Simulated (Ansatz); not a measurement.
Heating and cooling a random packing of Sn5Ge12

A packing of 17 atoms, thrown in at random and pushed apart as soft spheres with like charges further apart (12 Ge, 5 Sn) went through Langevin stages in a fixed cell of 24.17 Å³/atom, at one k point, without spin and with a Fermi–Dirac width of kT (0.05 eV at least). Level of theory: Ansatz, DFT PBE, scalar-relativistic, plane waves, PAW.

```json
{"thermostat (K)": "3000", "duration (fs)": "72", "friction (1/fs)": "0.030", "cutoff (eV)": "320", "mean T (K)": "2606", "mean P (GPa)": "8.3", "mean square displacement (Å²)": "0.19"}
{"thermostat (K)": "3000", "duration (fs)": "306", "friction (1/fs)": "0.005", "cutoff (eV)": "420", "mean T (K)": "3300", "mean P (GPa)": "6.6", "mean square displacement (Å²)": "3.35"}
{"thermostat (K)": "2160", "duration (fs)": "258", "friction (1/fs)": "0.005", "cutoff (eV)": "420", "mean T (K)": "2137", "mean P (GPa)": "5.0", "mean square displacement (Å²)": "1.11"}
{"thermostat (K)": "1200", "duration (fs)": "222", "friction (1/fs)": "0.015", "cutoff (eV)": "420", "mean T (K)": "1117", "mean P (GPa)": "2.9", "mean square displacement (Å²)": "0.33"}
{"thermostat (K)": "300", "duration (fs)": "141", "friction (1/fs)": "0.015", "cutoff (eV)": "420", "mean T (K)": "511", "mean P (GPa)": "1.1", "mean square displacement (Å²)": "0.13"}
```

Means run over the second half of a stage; pressure includes the kinetic part; displacements count from the stage's start, the atoms' common shift taken off.

Cell and atoms were then relaxed on coarser meshes and computed once more: Settings: cutoff 420 eV, Γ-centred mesh 5×5×5 on the computed 17-atom cell, Gaussian smearing of 0.10 eV; no spin polarisation.

**Question.** What structure is left?

**Answer.** One draw of many: 23.31 Å³/atom with no gap on the mesh, 0.27 eV/atom above the elements' standard states (static lattices, no corrections for gases) (a random packing after short dynamics, relaxed).

Counting as bonded all pairs within 1.2 times the summed covalent radii:

| atom → neighbour | mean count | mean length (Å) | spread (Å) |
| --- | --- | --- | --- |
| Ge → Ge | 3.33 | 2.74 | 0.09 |
| Ge → Sn | 1.58 | 2.96 | 0.10 |
| Sn → Ge | 3.80 | 2.96 | 0.10 |
| Sn → Sn | 1.20 | 3.26 | 0.03 |

Angles between all pairs of such bonds at an atom (mean ± spread): 101 ± 28° at Ge, 101 ± 31° at Sn.

```
CELL_PARAMETERS angstrom
6.57455 -0.00826 0.01616
0.00468 7.81735 -0.36137
0.00891 -0.35704 7.72574
ATOMIC_POSITIONS crystal
Sn 0.20943 0.83323 0.43216
Sn 0.84790 0.38653 0.22657
Sn 0.62924 0.63511 0.96665
Sn 0.34371 0.44406 0.25268
Sn 0.82599 0.33197 0.63280
Ge 0.48943 0.12137 0.99238
Ge 0.31586 0.85720 0.80336
Ge 0.68358 0.99436 0.68399
Ge 0.19635 0.19924 0.47861
Ge 0.65779 0.73694 0.35072
Ge 0.23805 0.31998 0.81384
Ge 0.56190 0.09044 0.33179
Ge 0.10179 0.62700 0.95907
Ge 0.93786 0.88048 0.16191
Ge 0.88829 0.70327 0.64133
Ge 0.92173 0.12277 0.95696
Ge 0.46257 0.54975 0.61890
```

The final mesh leaves forces up to 0.30 eV/Å and stresses up to 0.7 GPa: the relaxation ran on a coarser mesh, so the cell's shape, its bonds and its energy belong partly to that mesh.

Cost: 6 runs of about 52 core-minutes in all (earlier runs that led there not counted), on Arm Neoverse V2 (shared hosts).